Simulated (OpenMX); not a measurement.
Runs of OpenMX 3.8.5 on AlN. The structure is hexagonal, space group P6_3mc (No. 186). Conventional cell: a = 3.113 Å, b = 3.113 Å, c = 4.981 Å, α = 90.00°, β = 90.00°, γ = 120.00°. Al (site symmetry 3m) is surrounded by 4 N at 1.89 Å. Around N (site symmetry 3m) lie 4 Al at 1.89 Å. 

```csv
task,level,potentials or basis,k mesh,max SCF cycles,"grid points, held for all volumes",gap on the mesh (eV),pressure (GPa),V0 of scaled cells (Å³/atom),B0 (GPa),largest force (eV/Å)
band structure,LDA,"OpenMX 2013 LDA set, Al7.0-s2p2d1, N6.0-s2p2d1, grid cutoff 400 Ry",7 × 7 × 5,100,-,4.93,-5.1,-,-,0.06
equation of state,LDA,"OpenMX 2013 LDA set, Al7.0-s2p2d1, N6.0-s2p2d1, fixed grid of 32 × 32 × 60 points",11 × 11 × 7,-,32 × 32 × 60,-,-,10.19,(b),-
band structure,LDA,"OpenMX 2013 LDA set, Al7.0-s2p2d1, N6.0-s2p2d1, grid cutoff 400 Ry",11 × 11 × 7,100,-,4.93,-5.1,-,-,0.06
band structure,PBE,"OpenMX 2013 PBE set, Al7.0-s2p2d1, N6.0-s2p2d1, grid cutoff 400 Ry",11 × 11 × 7,100,-,4.89,2.9,-,-,0.07
band structure,PBE,"OpenMX 2013 PBE set, Al7.0-s2p2d1, N6.0-s2p2d1, grid cutoff 400 Ry",7 × 7 × 5,100,-,4.89,2.9,-,-,0.07
equation of state,PBE,"OpenMX 2013 PBE set, Al7.0-s2p1d1, N6.0-s2p2, fixed grid of 32 × 32 × 60 points",11 × 11 × 7,-,32 × 32 × 60,-,-,10.68,186,-
band structure,PBE,"OpenMX 2013 PBE set, Al7.0-s2p1d1, N6.0-s2p2, grid cutoff 400 Ry",11 × 11 × 7,100,-,4.88,4.2,-,-,0.10
band structure,PBE,"OpenMX 2013 PBE set, Al7.0-s3p2d2, N6.0-s3p2d2, grid cutoff 400 Ry",11 × 11 × 7,100,-,(a),2.1,-,-,0.09
```

Alike in all rows: no spin polarisation; cell as given; smearing fermi-dirac 0.05 eV.

Task: Estimate the missing entries.

Result: (a) 4.74; (b) 214.

Caveats: the basis of atomic orbitals isn't converged, which shifts pressures, moduli and gaps; volumes in these bases differ from converged ones by about 1 %, for some elements by several (some runs); the cell was scaled at fixed shape and fractional positions, which overstates the stiffness of a crystal with free parameters, most of all of layers and chains (some runs).

A k mesh can miss the band edges.

Not every run made on this cell is shown here.
